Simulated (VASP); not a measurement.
## How uniaxial stress along [001] changes CdS (F-43m)

Strain engineering needs slopes: what does uniaxial stress along [001] do to the lattice and the band edges of CdS?

Main program and level: VASP 6.6.1; LDA; plane waves and PAW (Cd, S); cell typed or built by script, in the first sound run; inputs show where later runs differ.

## 1. The starting structure

Symmetry: F-43m, No. 216, cubic system. The conventional cell has a = 5.820 Å, b = 5.820 Å, c = 5.820 Å, α = 90.00°, β = 90.00°, γ = 90.00°. Nearest to Cd lie 4 S at 2.52 Å. Nearest to S lie 4 Cd at 2.52 Å. Farther neighbours and most contacts between anions are not listed.

## 2. Relax the crystal, LDA

The series starts from the cell that this level prefers, so that zero strain is near zero stress.

This step took 2 runs in a row; the last is shown.

Level: LDA; plane waves and PAW (Cd, S); cell typed or built by script.

Contents of INCAR:

```
SYSTEM = CdS
PREC = Accurate
ENCUT = 450
EDIFF = 1E-07
NELM = 120
ISMEAR = 0
SIGMA = 0.02
LREAL = .FALSE.
ALGO = Normal
GGA = CA
NBANDS = 15
LASPH = .TRUE.
LORBIT = 11
LWAVE = .FALSE.
LCHARG = .FALSE.
KPAR = 16
IBRION = 2
NSW = 40
ISIF = 3
EDIFFG = -0.005
POTIM = 0.4
```

Contents of POSCAR:

```
CdS
1.0
    0.0000000000      2.8843989596      2.8843989596
    2.8843989596      0.0000000000      2.8843989596
    2.8843989596      2.8843989596      0.0000000000
Cd S
1 1
Direct
    0.0000000000      0.0000000000      0.0000000000
    0.2500000000      0.2500000000      0.2500000000
```

Contents of KPOINTS:

```
Automatic mesh
0
Gamma
9 9 9
0 0 0
```

The projector-augmented-wave data sets are Cd and S (LDA family, release 64).

The run is started by

```
mpirun -np 16 vasp_std
```

Output:

```text
[banner, memory and clock lines left out]
running   16 mpi-ranks, on    1 nodes
[...]
|                                                                             |
|           W    W    AA    RRRRR   N    N  II  N    N   GGGG   !!!           |
|           W    W   A  A   R    R  NN   N  II  NN   N  G    G  !!!           |
|           W    W  A    A  R    R  N N  N  II  N N  N  G       !!!           |
|           W WW W  AAAAAA  RRRRR   N  N N  II  N  N N  G  GGG   !            |
|           WW  WW  A    A  R   R   N   NN  II  N   NN  G    G                |
|           W    W  A    A  R    R  N    N  II  N    N   GGGG   !!!           |
|                                                                             |
|     For optimal performance we recommend to set                             |
|       NCORE = 2 up to number-of-cores-per-socket                            |
|     NCORE specifies how many cores store one orbital (NPAR=cpu/NCORE).      |
|     This setting can greatly improve the performance of VASP for DFT.       |
[...]
DAV:   4    -0.792118473964E+01   -0.23619E-01   -0.23617E-01  1323   0.402E+00
[...]
DAV:  12    -0.740676476973E+01    0.46261E-05   -0.18499E-05  1581   0.599E-02    0.643E-03
DAV:  13    -0.740676485034E+01   -0.80606E-07   -0.12593E-06  1197   0.930E-03    0.172E-03
DAV:  14    -0.740676485269E+01   -0.23517E-08   -0.26684E-08   728   0.146E-03
   1 F= -.74067649E+01 E0= -.74067649E+01  d E =-.740676E+01
[...]
N       E                     dE             d eps       ncg     rms          rms(c)
DAV:   1    -0.740683315226E+01   -0.68302E-04   -0.12254E-03  1120   0.453E-01    0.612E-02
DAV:   2    -0.740677354745E+01    0.59605E-04   -0.13797E-04  1246   0.186E-01    0.227E-02
DAV:   3    -0.740676808819E+01    0.54593E-05   -0.13229E-05  1323   0.417E-02    0.188E-02
DAV:   4    -0.740676744253E+01    0.64567E-06   -0.89515E-07  1127   0.937E-03    0.372E-03
DAV:   5    -0.740676738964E+01    0.52884E-07   -0.10868E-07   631   0.588E-03
   2 F= -.74067674E+01 E0= -.74067674E+01  d E =-.253695E-05
 trial-energy change:   -0.000003  1 .order   -0.000002   -0.000007    0.000002
 step:   0.7588(harm=  0.7588)  dis= 0.00000  next Energy=    -7.406767 (dE=-0.247E-05)
 reached required accuracy - stopping structural energy minimisation
```

The job ended after 3.8 s (16 MPI ranks of Intel Xeon 6975P-C (Granite Rapids), shared host; peak memory 2.6 GiB).

Lines that name or quote the potential files are left out of all logs, and their timing lines are given in words.

Parts of OUTCAR (step 2):

```text
  Total        0.0033728      0.0033728      0.0033728      0.0000000      0.0000000      0.0000000
  in kB        0.1126608      0.1126608      0.1126608      0.0000000      0.0000000      0.0000000
  external PRESSURE =       0.1126608 kB  Pullay stress =       0.0000000 kB

 POSITION                                       TOTAL-FORCE (eV/Angst)
 -----------------------------------------------------------------------------------
     -0.00000      2.88381      2.88381        -0.000000     -0.000000     -0.000000
      1.44190      1.44190      1.44190         0.000000      0.000000      0.000000
 -----------------------------------------------------------------------------------
    total drift:                                0.000000      0.000000      0.000000

  FREE ENERGIE OF THE ION-ELECTRON SYSTEM (eV)
  ---------------------------------------------------
  free  energy   TOTEN  =        -7.4067673896 eV

  energy  without entropy=       -7.4067673896  energy(sigma->0) =       -7.40676739

 reached required accuracy - stopping structural energy minimisation

[... 3 further parts left out ...]
[key lines of the parts left out:]
E-fermi :   1.5849
```

This run gave:

| Property | Result |
| --- | --- |
| energy(sigma→0) of the program | -7.4068 eV |
| stress, compression positive | xx, yy, zz 0.01, 0.01, 0.01 GPa |
| volume | 47.966 Å³ |
| ionic steps | 2 |

## 3. Strain across the axis, LDA

One member in full: the axis is strained by 1 %, and the two directions across it are strained alike until their mean stress is under 0.012 GPa or five steps are spent.

This step took 3 runs, each at a new trial strain with the atoms of the one before; the last is shown.

Level: LDA; plane waves and PAW (Cd, S); cell typed or built by script.

Changes to INCAR since step 2:

```diff
@@ -15,7 +15,7 @@
 LCHARG = .FALSE.
-KPAR = 16
-IBRION = 2
-NSW = 40
-ISIF = 3
-EDIFFG = -0.005
-POTIM = 0.4
+KPAR = 4
+IBRION = 1
+NSW = 25
+ISIF = 2
+EDIFFG = -0.004
+POTIM = 0.3
```

Contents of POSCAR:

```
CdS
1.0
    0.0000000000      2.8716008950      2.9126464560
    2.8716008950      0.0000000000      2.9126464560
    2.8716008950      2.8716008950      0.0000000000
Cd S
1 1
Direct
    0.0000000000      0.0000000000      0.0000000000
    0.2500000000      0.2500000000      0.2500000000
```

KPOINTS is that of step 2.

The run is started by

```
mpirun -np 4 vasp_std
```

Output:

```text
[banner, memory and clock lines left out]
running    4 mpi-ranks, on    1 nodes
[...]
LDA part: xc-table for (Slater(with rela. corr.)+CA(PZ))
 , standard interpolation
 POSCAR, INCAR and KPOINTS ok, starting setup
[...]
entering main loop
       N       E                     dE             d eps       ncg     rms          rms(c)
DAV:   1     0.100523637886E+03    0.10052E+03   -0.85038E+03  2330   0.984E+02
DAV:   2    -0.400792457238E+01   -0.10453E+03   -0.99312E+02  2677   0.257E+02
DAV:   3    -0.789726977035E+01   -0.38893E+01   -0.38816E+01  2831   0.520E+01
DAV:   4    -0.792091718143E+01   -0.23647E-01   -0.23645E-01  2782   0.402E+00
[...]
DAV:  12    -0.740639206085E+01    0.45805E-05   -0.18368E-05  3408   0.593E-02    0.640E-03
DAV:  13    -0.740639213867E+01   -0.77818E-07   -0.12548E-06  2593   0.926E-03    0.174E-03
DAV:  14    -0.740639214053E+01   -0.18626E-08   -0.26933E-08  1678   0.148E-03
   1 F= -.74063921E+01 E0= -.74063921E+01  d E =-.740639E+01
 BRION: g(F)=  0.174E-51 g(S)=  0.000E+00
 reached required accuracy - stopping structural energy minimisation
```

It took 6.4 s on 4 MPI ranks; peak memory 0.62 GiB; 19 s of CPU time.

OUTCAR, selected parts (step 3):

```text
  Total       -0.0004834     -0.0004834     -0.0892003      0.0000000     -0.0000000      0.0000000
  in kB       -0.0161239     -0.0161239     -2.9751637      0.0000000     -0.0000000      0.0000000
  external PRESSURE =      -1.0024705 kB  Pullay stress =       0.0000000 kB

 POSITION                                       TOTAL-FORCE (eV/Angst)
 -----------------------------------------------------------------------------------
      0.00000      0.00000      0.00000        -0.000000     -0.000000      0.000000
      1.43580      1.43580      1.45632         0.000000      0.000000      0.000000
 -----------------------------------------------------------------------------------
    total drift:                               -0.000000     -0.000000      0.000000

  FREE ENERGIE OF THE ION-ELECTRON SYSTEM (eV)
  ---------------------------------------------------
  free  energy   TOTEN  =        -7.4063921405 eV

  energy  without entropy=       -7.4063921405  energy(sigma->0) =       -7.40639214

[... 1 part as in an earlier step ...]

[... 3 further parts left out ...]
[key lines of the parts left out:]
E-fermi :   1.5847
```

Numbers from this step:

| Item | Value |
| --- | --- |
| energy(sigma→0) of the program | -7.4064 eV |
| stress, compression positive | xx, yy, zz 0.00, 0.00, -0.30 GPa |
| ionic steps | 1 |

## 4. Band edges, HSE06

Short lines in KPOINTS_OPT sample the zone centre along and across the axis, for masses, and the other valleys.

Level: HSE06; plane waves and PAW (Cd, S); cell typed or built by script.

Contents of INCAR:

```
SYSTEM = CdS
PREC = Accurate
ENCUT = 450
EDIFF = 1E-06
NELM = 100
ISMEAR = 0
SIGMA = 0.02
LREAL = .FALSE.
ALGO = Normal
LHFCALC = .TRUE.
AEXX = 0.25
GGA = PE
HFSCREEN = 0.2
LASPH = .TRUE.
NBANDS = 14
PRECFOCK = Fast
LWAVE = .FALSE.
LCHARG = .FALSE.
KPAR = 4
```

POSCAR is that of step 3.

Contents of KPOINTS:

```
Automatic mesh
0
Gamma
5 5 5
0 0 0
```

Contents of KPOINTS_OPT:

```
Line mode
6
Line-mode
Reciprocal
  0.00000000   0.00000000   0.00000000
  0.02317810   0.02317810   0.00000000

  0.00000000   0.00000000   0.00000000
  0.00000000  -0.02285147  -0.02285147

  0.31000000   0.31000000   0.00000000
  0.50000000   0.50000000   0.00000000

  0.00000000   0.31000000   0.31000000
  0.00000000   0.50000000   0.50000000

  0.45000000   0.45000000   0.45000000
  0.50000000   0.50000000   0.50000000

  0.45000000   0.00000000   0.00000000
  0.50000000   0.00000000   0.00000000

  0.42500000   0.42500000   0.00000000
  0.42500000   0.44785147   0.02285147

  0.50000000   0.50000000   0.50000000
  0.48384157   0.51615843   0.50000000
```

The run is started by

```
mpirun -np 4 vasp_std
```

Output:

```text
[banner, memory and clock lines left out]
running    4 mpi-ranks, on    1 nodes
[...]
|                                                                             |
|               ----> ADVICE to this user running VASP <----                  |
|                                                                             |
|     You enforced a specific xc type in the INCAR file but a different       |
|     [... a line on the potential file left out ...]
|     I HOPE YOU KNOW WHAT YOU ARE DOING!                                     |
|                                                                             |

 LDA part: xc-table for (Slater+PW92), standard interpolation
 found WAVECAR, reading the header
 POSCAR, INCAR and KPOINTS ok, starting setup
[...]
reading WAVECAR
 the WAVECAR file was read successfully
 initial charge from wavefunction
 entering main loop
       N       E                     dE             d eps       ncg     rms          rms(c)
DAV:   1    -0.763800125909E+01   -0.76380E+01   -0.11004E+00   516   0.128E+01    0.375E+00
DAV:   2    -0.762607200266E+01    0.11929E-01   -0.89819E-02   582   0.456E+00    0.218E+00
DAV:   3    -0.761835109257E+01    0.77209E-02   -0.16871E-02   618   0.169E+00    0.138E+00
DAV:   4    -0.761755609730E+01    0.79500E-03   -0.26819E-03   564   0.507E-01    0.877E-01
[...]
DAV:   8    -0.761737721445E+01    0.58092E-05   -0.43865E-06   546   0.156E-02    0.871E-02
DAV:   9    -0.761737596050E+01    0.12540E-05   -0.14732E-06   492   0.954E-03    0.480E-02
DAV:  10    -0.761737584021E+01    0.12028E-06   -0.70777E-07   390   0.683E-03
   1 F= -.76173758E+01 E0= -.76173758E+01  d E =-.320027E-28
 Start KPOINTS_OPT (optional k-point list driver)
k-point batch [1-18\48]
       N       E                     dE             ncg
DAV:   1     0.764777751899E+03   -0.27812E+04      512
DAV:   2    -0.167374515265E+04   -0.24385E+04      588
DAV:   3    -0.181814239872E+04   -0.14440E+03      588
DAV:   4    -0.182016664816E+04   -0.20242E+01      624
DAV:   5    -0.182018481111E+04   -0.18163E-01      672
DAV:   6    -0.182018513037E+04   -0.31926E-03      620
DAV:   7    -0.182018513860E+04   -0.82283E-05      604
DAV:   8    -0.182018513886E+04   -0.25189E-06      468
[...]
k-point batch [37-48\48]
       N       E                     dE             ncg
DAV:   1     0.310448282798E+04   -0.57798E+04      336
DAV:   2     0.151210532155E+04   -0.15924E+04      372
DAV:   3     0.143088273920E+04   -0.81223E+02      420
DAV:   4     0.142981987181E+04   -0.10629E+01      408
DAV:   5     0.142981097599E+04   -0.88958E-02      408
DAV:   6     0.142981084919E+04   -0.12680E-03      408
DAV:   7     0.142981084647E+04   -0.27206E-05      408
DAV:   8     0.142981084641E+04   -0.60714E-07      312
```

It took 3 min on 4 MPI ranks; peak memory 1.1 GiB; 9.8 min of CPU time.

From OUTCAR (step 4):

```text
  LATTYP: Found a body centered tetragonal cell.
 ALAT       =     4.0610569314
 C/A-ratio  =     1.4344277882

 Subroutine GETGRP returns: Found  8 space group operations
 (whereof  8 operations were pure point group operations)

The static configuration has the point symmetry D_2d.

 Found     18 irreducible k-points:

   k-points           NKPTS =     18   k-points in BZ     NKDIM =    125   number of bands    NBANDS=     14

   dimension x,y,z NGX =    28 NGY =   28 NGZ =   28
   dimension x,y,z NGXF=    56 NGYF=   56 NGZF=   56

   ENCUT  =  450.0 eV  33.07 Ry    5.75 a.u.   7.07  7.07  7.02*2*pi/ulx,y,z

   NELECT =      18.0000    total number of electrons

  exchange ACFDT corr.  =         0.00000000  see jH, gK, PRB 81, 115126

 E-fermi :   1.1739

 k-point     1 :       0.0000    0.0000    0.0000
  band No.  band energies     occupation
    ...
      5      -7.4595      2.00000
      6      -7.4536      2.00000
      7       0.9772      2.00000
      8       1.0229      2.00000
      9       1.0229      2.00000
     10       3.2798      0.00000
     11       8.7193      0.00000
     12       8.7275      0.00000
     13       8.7275      0.00000
     14      13.7320      0.00000

 k-point     2 :       0.2000   -0.0000    0.0000
  band No.  band energies     occupation
    ...
      5      -7.4578      2.00000
      6      -7.4554      2.00000
      7      -1.0276      2.00000
      8       0.6690      2.00000
      9       0.7114      2.00000
     10       4.6931      0.00000
     11       8.3869      0.00000
     12       9.1580      0.00000
     13       9.1983      0.00000
     14      12.8228      0.00000

 POSITION                                       TOTAL-FORCE (eV/Angst)
 -----------------------------------------------------------------------------------
      0.00000      0.00000      0.00000         0.000000      0.000000      0.000000
      1.43580      1.43580      1.45632        -0.000000     -0.000000     -0.000000
 -----------------------------------------------------------------------------------
    total drift:                               -0.000001     -0.000001      0.000010

  FREE ENERGIE OF THE ION-ELECTRON SYSTEM (eV)
  ---------------------------------------------------
  free  energy   TOTEN  =        -7.6173758402 eV

  energy  without entropy=       -7.6173758402  energy(sigma->0) =       -7.61737584

[... 1 part as in an earlier step ...]

[... 7 further parts left out ...]
```

Read from the output:

| Property | Result |
| --- | --- |
| energy(sigma→0) of the program | -7.6174 eV |

## 5. All members

Hybrid runs start from orbitals of a short LDA run, not shown.

Runs beyond LDA use the data sets made with LDA; this shifts their levels slightly, and their total energies have another zero.

The other members went through these steps as far as the tables show, with the same cutoff and, step by step, the same mesh; 42 runs are not shown. The session took 2.1 core hours (wall time by ranks) on a shared machine.

| strain along the axis (%) | strain across the axis (%) | stress along the axis, tension positive (GPa) | energy above the unstrained row (meV/atom) | gap on the mesh, LDA (eV) |
| --- | --- | --- | --- | --- |
| -2.000 | 0.872 | -0.533 | 0.908 | 0.913 |
| -1.500 | 0.653 | -0.408 | 0.523 | 0.925 |
| -1.000 | 0.437 | -0.277 | 0.250 | 0.938 |
| -0.500 | 0.220 | -0.142 | 0.069 | 0.951 |
| 0 | 0.000 | -0.007 | 0.000 | 0.965 |
| 0.500 | -0.209 | 0.145 | 0.028 | 0.956 |
| 1.000 | -0.423 | 0.298 | 0.183 | 0.946 |
| 1.500 | -0.637 | 0.455 | 0.442 | 0.936 |
| 2.000 | -0.848 | 0.617 | 0.822 | 0.927 |

Slopes at zero strain, from cubics through all rows: strain ratio -0.430, stress over strain 29 GPa.

Band edges at HSE06, counted from the valence-band top at Γ, with one row partly withheld:

| strain along the axis (%) | gap (eV) | conduction band at Γ (eV) | Δ or X valley along z (eV) | Δ or X valley along x (eV) | lowest conduction level at L, [111] (eV) | lowest conduction level at L, [-111] (eV) | second valence level below the top (eV) | third valence level below the top (eV) |
| --- | --- | --- | --- | --- | --- | --- | --- | --- |
| -2.000 | 2.225 | 2.225 | 4.275 | 4.389 | 4.126 | 4.126 | 0.086 | 0.086 |
| -1.500 | 2.237 | 2.237 | 4.307 | 4.393 | 4.142 | 4.142 | 0.065 | 0.065 |
| -1.000 | 2.249 | 2.250 | 4.340 | 4.398 | 4.157 | 4.157 | 0.044 | 0.044 |
| -0.500 | 2.262 | 2.263 | 4.374 | 4.403 | 4.172 | 4.172 | 0.022 | 0.022 |
| 0 | 2.276 | 2.276 | 4.410 | 4.410 | 4.186 | 4.186 | 0.000 | 0.000 |
| 0.500 | 2.266 | 2.267 | 4.423 | 4.394 | 4.177 | 4.177 | 0.000 | 0.022 |
| 1.000 | 2.256 | 2.257 | 4.436 | 4.378 | 4.167 | 4.167 | 0.000 | 0.046 |
| 1.500 | ? | ? | 4.450 | 4.363 | 4.155 | 4.155 | 0.000 | 0.069 |
| 2.000 | 2.236 | 2.237 | 4.465 | 4.347 | 4.143 | 4.143 | 0.000 | 0.094 |

Conduction masses, in electron masses:

| strain along the axis (%) | conduction mass at Γ, along the strain axis or the normal of the plane | conduction mass at Γ, across the strain axis or in the plane |
| --- | --- | --- |
| -2.000 | 0.171 | 0.172 |
| -1.500 | 0.171 | 0.172 |
| -1.000 | 0.171 | 0.171 |
| -0.500 | 0.171 | 0.171 |
| 0 | 0.172 | 0.172 |
| 0.500 | 0.171 | 0.170 |
| 1.000 | 0.171 | 0.171 |
| 1.500 | 0.171 | 0.170 |
| 2.000 | 0.171 | 0.170 |

## 6. Fit and prediction

The quantity to fit is the conduction level at Γ above the mean of the three top valence levels at HSE06: 2.282, 2.281, 2.279, 2.277, 2.276, 2.274, 2.272, 2.268 eV in the rows shown.

A least-squares parabola through the 8 rows shown, with e the strain in %: E = − 1.91e-4 e² − 0.003465 e + 2.276 (eV), r.m.s. residual 1.1e-4 eV.

For the withheld row, e = 1.5, the fit gives 2.2702 eV.

## 7. Prediction against calculation

The calculation gives 2.2702 eV, so the prediction is right to the last digit shown.

## 8. Summary of results

| Item | Value |
| --- | --- |
| Poisson ratio | 0.430 |
| Young's modulus along the axis | 29 GPa |
| gap of the unstrained cell, HSE06 | 2.28 eV |
| slope at zero strain of the conduction level at Γ above the mean of the three top valence levels, HSE06 | -3 meV per % |
| error of the predicted row | 0.0 meV |
| valence shear potential \|b\|, HSE06 | 1.05 eV |

What this shows: As a check, the curvature of the energy gives 29 GPa for the same modulus (energy per volume = E/2 × strain²), 0 % from the slope of the stress. At HSE06 the lowest conduction valley is Γ throughout, and the gap runs between 2.22 and 2.28 eV. Without spin-orbit coupling the three valence levels split by 3|b| times the difference of the strains; the rows within 1 % give |b| = 1.05 eV. Hole masses are left out throughout, since the top bands are degenerate or cross in many series; of conduction masses, those of the Γ, L and (for Si and Ge under (001) strain) Δ valleys are kept where they change by under an eighth between rows. HSE06 ran on a coarser mesh than the semilocal levels. Spin-orbit coupling is left out at HSE06, so the valence splittings there lack it. Δ or X levels are the lowest on their line, refined by a parabola unless they lie at X; the gap is read from all points sampled and can differ from the lowest valley by some meV, or by tens of meV where strain moves the valence top off Γ. Temperature, zero-point motion and excitons are left out.

[Lines on the potential files, build, host, timing and source positions are cut from VASP's logs without a mark.]

[Logs are printed without paths, hosts, clocks, repeated set-up lines and the standing remarks that a program may print on its own settings, such as how far it seeks lower states.]

[Hosts, paths, dates, database ids (printed as entryN), source tags and the programs' standing remarks are cut or masked in the printed files.]

[In band tables of VASP the shares of atoms and orbitals are scaled to a sum of 1 inside the atoms' spheres.]
